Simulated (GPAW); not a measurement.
Runs of GPAW 26.7.0 on HfO2. Symmetry: Fm-3m, No. 225, cubic system. Conventional cell: a = 5.115 Å, b = 5.115 Å, c = 5.115 Å, α = 90.00°, β = 90.00°, γ = 90.00°. Hf (site symmetry m-3m) has 8 O at 2.21 Å as nearest neighbours. O (site symmetry -43m) has 4 Hf at 2.21 Å as nearest neighbours. Measurements of this composition are mostly on another form, of space group No. 14.

| task | level | potentials or basis | spin | cell | k mesh | cutoff (eV) | smearing | maxiter | band path | band points | spin axis theta (degrees) | spin axis phi (degrees) | mesh quality | gap on the mesh (eV) | pressure (GPa) | V0 of scaled cells (Å³/atom) | B0 (GPa) |
| --- | --- | --- | --- | --- | --- | --- | --- | --- | --- | --- | --- | --- | --- | --- | --- | --- | --- |
| band structure | LDA | the program's PAW data sets (release 1.2.1) made for this functional, pw | SOC, no magnetisation | as given | 7 × 7 × 7 | 800 | fermi-dirac 0.05 eV | 150 | GXWKGLUWLK,UX | 100 | 90 | 45 | not flagged | 3.69 | -17.6 | - | - |
| band structure | RPBE | the program's PAW data sets (release 1.2.1) made for this functional, pw | SOC, no magnetisation | as given | 7 × 7 × 7 | 800 | fermi-dirac 0.05 eV | 150 | GXWKGLUWLK,UX | 80 | 0 | 0 | not flagged | 3.95 | 2.7 | - | - |
| hybrid scf | r2SCAN0+D4 | GPAW PAW data sets (gpaw-data 1.2.1), pw | off | volume scaled by 1.04 | 4 × 4 × 4 | 550 | fermi-dirac 0.001 eV | 40 | - | - | - | - | coarse | 6.21 | - | - | - |
| equation of state | PBE+D4 | GPAW PAW data sets (gpaw-data 1.2.1), pw | off | as given | 7 × 7 × 7 | 800 | fermi-dirac 0.05 eV | 150 | - | - | - | - | not flagged | - | - | 10.89 | (b) |
| band structure | revTPSS | GPAW PAW data sets (gpaw-data 1.2.1), pw | SOC, no magnetisation | as given | 7 × 7 × 7 | 800 | fermi-dirac 0.05 eV | 150 | GXWKGLUWLK,UX | 100 | 0 | 0 | not flagged | (a) | -6.4 | - | - |
| equation of state | PBE+D3(BJ) | GPAW PAW data sets (gpaw-data 1.2.1), pw | off | as given | 7 × 7 × 7 | 800 | fermi-dirac 0.05 eV | 150 | - | - | - | - | not flagged | - | - | 10.88 | 261 |

Question: Estimate the missing entries.

Answer: (a) 3.89; (b) 259.

Caveats: some runs use coarse meshes; spin-orbit coupling was added after a scalar SCF, so levels and gaps hold it while energy, forces, pressure and moments don't (some runs); this program's spin-orbit splittings come out too wide for heavy elements (some runs); the mesh misses the band edges, which the band path finds closer together (some runs); the PAW data sets were made with another functional, which shifts forces and pressure a little (some runs); so large a pressure means that the cell lies far from this level's equilibrium, or that cutoff or potentials fall short (some runs); exact exchange converges slowly with the k mesh, and this mesh is small (some runs); the scaled meta-GGA exchange is a class typed in the script (some runs).

A k mesh can miss the band edges, and rows without SOC leave out spin-orbit coupling on Hf.
